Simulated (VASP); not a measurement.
# Ge (Cmcm) in VASP: further runs

The runs below take Ge through single point, with PBE.

All numbers are computed with VASP 6.6.1; they aren't measurements. Logs are shortened: lines on timing, memory, paths and dates and some standing lists are left out, and cuts for length are marked.

## Step 1: The crystal as given

Symmetry: Cmcm, No. 63, orthorhombic system. Conventional cell: a = 2.976 Å, b = 5.189 Å, c = 4.728 Å, α = 90.00°, β = 90.00°, γ = 90.00°. Around Ge (site symmetry m2m) lie 12 Ge at 2.92 to 2.99 Å.

This isn't the form of Ge at room conditions, which is diamond.

## Step 2: Single point, PBE

INCAR reads:

```
SYSTEM = Ge
PREC = Accurate
ENCUT = 450
EDIFF = 1E-6
ISMEAR = 0
SIGMA = 0.5
LREAL = .False.
LASPH = .True.
NELM = 100
ALGO = Normal
ISIF = 2
LWAVE = .False.
LCHARG = .False.
GGA = PE
ADDGRID = .False.
```

KPOINTS reads:

```
regular mesh
0
Gamma
  6 6 4
  0 0 0
```

POSCAR reads:

```
Ge
1.0
    1.4880529250     -2.5946896100      0.0000000000
    1.4880529250      2.5946896100      0.0000000000
    0.0000000000      0.0000000000      4.7275957900
Ge
2
Direct
    0.3334466300      0.6665533700      0.2500000000
    0.6665533700      0.3334466300      0.7500000000
```

Potentials or basis: VASP PAW PBE potentials, release 64 (Ge_d).

Launch:

```bash
$ cat potpaw_PBE.64/Ge_d/POTCAR > POTCAR
$ mpirun -np 1 vasp_std > vasp.out
```

OUTCAR:

```text
SYSTEM = Ge
   PREC = Accurate
   ENCUT = 450
   EDIFF = 1E-6
   ISMEAR = 0
   LREAL = .False.
   LASPH = .True.
   NELM = 100
   ISIF = 2
   GGA = PE

 Found     39 irreducible k-points:

 Following reciprocal coordinates:
            Coordinates               Weight
  0.000000  0.000000  0.000000      1.000000
  0.166667  0.000000  0.000000      4.000000
  0.333333  0.000000  0.000000      4.000000
  0.500000  0.000000  0.000000      2.000000
  0.166667  0.166667  0.000000      2.000000
  0.333333  0.166667  0.000000      4.000000
   k-points           NKPTS =     39   k-points in BZ     NKDIM =     39   number of bands    NBANDS=     18
   number of dos      NEDOS =    301   number of ions     NIONS =      2
   total plane-waves  NPLWV =  20736
   dimension x,y,z NGX =    24 NGY =   24 NGZ =   36
   dimension x,y,z NGXF=    48 NGYF=   48 NGZF=   72
   ions per type =               2
   NGX,Y,Z   is equivalent  to a cutoff of  13.34, 13.34, 12.66 a.u.
   NGXF,Y,Z  is equivalent  to a cutoff of  26.68, 26.68, 25.32 a.u.
 SYSTEM =  Ge
   PREC   = accura    normal or accurate (medium, high low for compatibility)
   ISTART =      0    job   : 0-new  1-cont  2-samecut
   ICHARG =      2    charge: 1-file 2-atom 10-const
   ISPIN  =      1    spin polarized calculation?
   LNONCOLLINEAR =      F non collinear calculations
   LSORBIT =      F    spin-orbit coupling
   LASPH  =      T    aspherical Exc in radial PAW
   ENCUT  =  450.0 eV  33.07 Ry    5.75 a.u.   5.17  5.17  8.18*2*pi/ulx,y,z
   NELM   =    100;   NELMIN=  2; NELMDL= -5     # of ELM steps
   EDIFF  = 0.1E-05   stopping-criterion for ELM
   LREAL  =      F    real-space projection
   EDIFFG = 0.1E-04   stopping-criterion for IOM
   NSW    =      0    number of steps for IOM
   IBRION =     -1    ionic relax: 0-MD 1-quasi-New 2-CG
   NFREE  =      0    steps in history (QN), initial steepest desc. (CG)
   ISIF   =      2    stress and relaxation
   ISYM   =      2    0-nonsym 1-usesym 2-fastsym
   POTIM  = 0.5000    time-step for ionic-motion
   TEBEG  =    0.0;   TEEND  =   0.0 temperature during run
   PSTRESS=    0.0 pullay stress
   NELECT =      28.0000    total number of electrons
   NUPDOWN=      -1.0000    fix difference up-down
   EMIN   =  10.00;   EMAX   =-10.00  energy-range for DOS
   EFERMI =   0.00;   METHOD = LEGACY
   ISMEAR =     0;   SIGMA  =   0.50  broadening in eV -4-tet -1-fermi 0-gaus
   EFERMI_NEDOS =   21; number of points for ismear=-14 and -15
   IALGO  =     38    algorithm
   IMIX   =      4    mixing-type and parameters
     AMIX     =   0.40;   BMIX     =  1.00
     AMIX_MAG =   1.60;   BMIX_MAG =  1.00
  volume/ion in A,a.u.               =      18.25       123.18
  Fermi-wavevector in a.u.,A,eV,Ry     =   1.498544  2.831837 30.553703  2.245634
  Thomas-Fermi vector in A             =   2.610289
   LORBIT       =      0    0 simple, 1 ext, 2 COOP (PROOUT), +10 PAW based schemes
   GGA     = PE    functional components
   LHFCALC =     F    Hartree Fock is set to
   AEXX    =    0.0000 exact exchange contribution
   IVDW    =     0    specifies the selected vdW correction
   LEPSILON=     F    determine dielectric tensor
   LRPA    =     F    only Hartree local field effects (RPA)
 non-spin polarized calculation
 Gauss-broadening in eV      SIGMA  =   0.50
  energy-cutoff  :      450.00
  volume of cell :       36.51
 maximum number of plane-waves:       808
 NGX is ok and might be reduce to    24
   NGX = 11   NGY = 11   NGZ = 17

 number of electron      28.0000012 magnetization

 Free energy of the ion-electron system (eV)
  ---------------------------------------------------
  ext. energy  EPLUGINS =         0.00000000
  ---------------------------------------------------
  free energy    TOTEN  =        -8.35832251 eV

  energy without entropy =       -8.24160878  energy(sigma->0) =       -8.29996565

 E-fermi :   7.2543     XC(G=0): -11.4677

 val. band max:        7.0938638354   @ k =   0.3333   0.3333   0.0000
 cond. band min:       7.3605017576   @ k =   0.1667   0.1667   0.2500
 fundamental gap:      0.2666379221
 Fermi energy:         7.2543108226

 k-point     1 :       0.0000    0.0000    0.0000
  band No.  band energies     occupation
      1     -17.6087      2.00000
      2     -17.6037      2.00000
      3     -17.6001      2.00000
      4     -17.5966      2.00000
      5     -17.5944      2.00000
      6     -17.5914      2.00000
      7     -17.5777      2.00000
      8     -17.5771      2.00000
      9     -17.5036      2.00000
     10     -17.5031      2.00000
     11      -6.3051      2.00000
     12      -0.4140      2.00000
     13       1.5344      2.00000
     14      13.6724      0.00000
     15      13.7874      0.00000
     16      15.7549      0.00000
     17      15.8718      0.00000
     18      17.1851      0.00000

 k-point     2 :       0.1667    0.0000    0.0000
  band No.  band energies     occupation
      1     -17.6239      2.00000
      2     -17.6015      2.00000
      3     -17.5877      2.00000
      4     -17.5865      2.00000
      5     -17.5839      2.00000
      6     -17.5806      2.00000
      7     -17.5723      2.00000
      8     -17.5696      2.00000
      9     -17.5177      2.00000
     10     -17.5001      2.00000
     11      -5.6845      2.00000
     12       0.1492      2.00000
     13       2.1771      2.00000
     14       9.3960      0.00000
     15      11.9026      0.00000
     16      13.5019      0.00000
     17      15.7736      0.00000
     18      16.0161      0.00000

 k-point     3 :       0.3333    0.0000    0.0000
  band No.  band energies     occupation
      1     -17.6518      2.00000
      2     -17.6124      2.00000
      3     -17.6027      2.00000
      4     -17.6024      2.00000
      5     -17.5619      2.00000
      6     -17.5419      2.00000
      7     -17.5366      2.00000
      8     -17.5274      2.00000
      9     -17.5268      2.00000
     10     -17.4955      2.00000
     11      -3.8355      2.00000
     12       1.6072      2.00000
     13       4.0361      2.00000
     14       4.3753      2.00000
     15       9.2875      0.00000
     16      10.1325      0.00000
     17      11.6437      0.00000
     18      14.2307      0.00000

 k-point     4 :       0.5000    0.0000    0.0000
  band No.  band energies     occupation
      1     -17.6644      2.00000
      2     -17.6266      2.00000
      3     -17.6098      2.00000
      4     -17.6064      2.00000
      5     -17.5519      2.00000
      6     -17.5492      2.00000
      7     -17.5148      2.00000
      8     -17.5065      2.00000
      9     -17.5041      2.00000
     10     -17.4937      2.00000
     11      -1.3718      2.00000
     12      -0.0422      2.00000
     13       4.7954      2.00000
     14       5.7997      1.99996
     15       6.1837      1.99754
     16       8.5043      0.00041
     17       9.5025      0.00000
     18      13.4976      0.00000

 k-point     5 :       0.1667    0.1667    0.0000
  band No.  band energies     occupation
      1     -17.6189      2.00000
      2     -17.6165      2.00000
      3     -17.6096      2.00000
      4     -17.5946      2.00000
      5     -17.5705      2.00000
      6     -17.5590      2.00000
      7     -17.5433      2.00000
      8     -17.5355      2.00000
      9     -17.5295      2.00000
     10     -17.4980      2.00000
     11      -4.4410      2.00000
     12       1.2239      2.00000
     13       3.4396      2.00000
     14       6.5728      1.94611
     15       7.7472      0.16331
     16      12.1096      0.00000
     17      12.9652      0.00000
     18      13.3127      0.00000

 k-point     6 :       0.3333    0.1667    0.0000
  band No.  band energies     occupation
      1     -17.6357      2.00000
      2     -17.6342      2.00000
      3     -17.5962      2.00000
      4     -17.5937      2.00000
      5     -17.5576      2.00000
      6     -17.5540      2.00000
      7     -17.5338      2.00000
      8     -17.5232      2.00000
      9     -17.5016      2.00000
     10     -17.4971      2.00000
     11      -2.0367      2.00000
     12       1.4686      2.00000
     13       4.2363      2.00000
     14       5.7678      1.99997
     15       6.0726      1.99917
     16       8.0720      0.02073
     17       9.7708      0.00000
     18      11.4628      0.00000

 [... further k-points ...]

------------------------ aborting loop because EDIFF is reached ----------------------------------------

  FORCE on cell =-STRESS in cart. coord.  units (eV):
  Direction    XX          YY          ZZ          XY          YZ          ZX
  --------------------------------------------------------------------------------------
  -------------------------------------------------------------------------------------
  Total        0.6513650      0.6797475      1.1242633      0.0000000     -0.0000000      0.0000000
  in kB       28.5864914     29.8321183     49.3406057      0.0000000     -0.0000000      0.0000000
  external PRESSURE =      35.9197385 kB  Pullay stress =       0.0000000 kB

 VOLUME and BASIS-vectors are now :
 -----------------------------------------------------------------------------
  energy-cutoff  :      450.00
  volume of cell :       36.51
      direct lattice vectors                 reciprocal lattice vectors
     1.488052925 -2.594689610  0.000000000     0.336009554 -0.192701277  0.000000000
     1.488052925  2.594689610  0.000000000     0.336009554  0.192701277  0.000000000
     0.000000000  0.000000000  4.727595790     0.000000000  0.000000000  0.211524006

 POSITION                                       TOTAL-FORCE (eV/Angst)
 -----------------------------------------------------------------------------------
      1.48805      0.86431      1.18190         0.000000     -0.002882      0.000000
      1.48805     -0.86431      3.54570         0.000000      0.002882      0.000000
 -----------------------------------------------------------------------------------
    total drift:                                0.000000     -0.000000      0.000000

  FREE ENERGIE OF THE ION-ELECTRON SYSTEM (eV)
  ---------------------------------------------------
  free  energy   TOTEN  =        -8.3583225141 eV

  energy  without entropy=       -8.2416087776  energy(sigma->0) =       -8.29996565
```

Run time: 6.8 s. Hardware: 1 thread of Intel Xeon 6975P-C (Granite Rapids), shared host; peak memory 0.16 GiB.

The run converged, but some of its settings lie outside the range that counts as converged, so its numbers aren't taken as properties of the crystal.

What came out:

* Free energy: -8.3583 eV
* Pressure: 3.6 GPa
* Band gap on the k mesh: none (metal or under the smearing width)

Caveat: the k mesh is coarse (spacing up to 0.41 Å⁻¹), so the values aren't converged.

## Step 3: Single point, PBE

INCAR is that of step 2.

KPOINTS is that of step 2.

POSCAR reads:

```
Ge
1.0
    1.4880529250     -2.5946896100      0.0000000000
    1.4880529250      2.5946896100      0.0000000000
    0.0000000000      0.0000000000      4.7275957900
Ge
2
Direct
    0.3592940000      0.6730280000      0.2256240000
    0.6679590000      0.3129580000      0.7530700000
```

Potentials or basis: VASP PAW PBE potentials, release 64 (Ge_d).

Launch:

```bash
$ cat potpaw_PBE.64/Ge_d/POTCAR > POTCAR
$ mpirun -np 1 vasp_std > vasp.out
```

OUTCAR:

```text
SYSTEM = Ge
   PREC = Accurate
   ENCUT = 450
   EDIFF = 1E-6
   ISMEAR = 0
   LREAL = .False.
   LASPH = .True.
   NELM = 100
   ISIF = 2
   GGA = PE

 Found     76 irreducible k-points:

 Following reciprocal coordinates:
            Coordinates               Weight
  0.000000  0.000000  0.000000      1.000000
  0.166667  0.000000  0.000000      2.000000
  0.000000  0.166667  0.000000      2.000000
  0.333333  0.000000  0.000000      2.000000
  0.000000  0.333333  0.000000      2.000000
  0.500000  0.000000  0.000000      1.000000
   k-points           NKPTS =     76   k-points in BZ     NKDIM =     76   number of bands    NBANDS=     18
[... 206 lines left out ...]
  --------------------------------------------------------------------------------------
  -------------------------------------------------------------------------------------
  Total        0.8818837      0.9188403      1.0512979      0.0507265     -0.0130766     -0.0549126
  in kB       38.7032782     40.3251967     46.1383700      2.2262378     -0.5738921     -2.4099513
  external PRESSURE =      41.7222817 kB  Pullay stress =       0.0000000 kB

 VOLUME and BASIS-vectors are now :
 -----------------------------------------------------------------------------
  energy-cutoff  :      450.00
  volume of cell :       36.51
      direct lattice vectors                 reciprocal lattice vectors
     1.488052925 -2.594689610  0.000000000     0.336009554 -0.192701277  0.000000000
     1.488052925  2.594689610  0.000000000     0.336009554  0.192701277  0.000000000
     0.000000000  0.000000000  4.727595790     0.000000000  0.000000000  0.211524006

 POSITION                                       TOTAL-FORCE (eV/Angst)
 -----------------------------------------------------------------------------------
      1.53615      0.81404      1.06666        -0.020045     -0.005633      0.268688
      1.45966     -0.92112      3.56021         0.020045      0.005633     -0.268688
 -----------------------------------------------------------------------------------
    total drift:                               -0.000125      0.000007      0.000367

  FREE ENERGIE OF THE ION-ELECTRON SYSTEM (eV)
  ---------------------------------------------------
  free  energy   TOTEN  =        -8.3419313979 eV

  energy  without entropy=       -8.2259062783  energy(sigma->0) =       -8.28391884
```

stdout:

```text
POSCAR found type information on POSCAR Ge
 POSCAR found :  1 types and       2 ions
 scaLAPACK will be used
 LDA part: xc-table for (Slater+PW92), standard interpolation
 POSCAR, INCAR and KPOINTS ok, starting setup
 FFT: planning ... GRIDC
 FFT: planning ... GRID_SOFT
 FFT: planning ... GRID
 WAVECAR not read
 entering main loop
```

It took 11 s on 1 thread of Intel Xeon 6975P-C (Granite Rapids), shared host; peak memory 0.16 GiB.

These settings aren't checked as converged: the numbers below hold their error.

What came out:

```yaml
Free_energy: -8.3419 eV
Pressure: 4.2 GPa
Largest_force: 0.269 eV/Å
Band_gap_on_the_k_mesh: none (metal or under the smearing width)
```

Caveat: the k mesh is coarse (spacing up to 0.41 Å⁻¹), so the values aren't converged.

## Step 4: The reference run

An earlier run on the cell as given: functional PBEsol; potentials or basis VASP PAW PBE potentials, release 64 (Ge_d); cutoff 520 eV; k mesh 10 × 10 × 6; occupations fermi-dirac, width 0.05 eV; no spin polarisation.

- Pressure: 0.5 GPa
- Band gap on the k mesh: none (metal or under the smearing width)
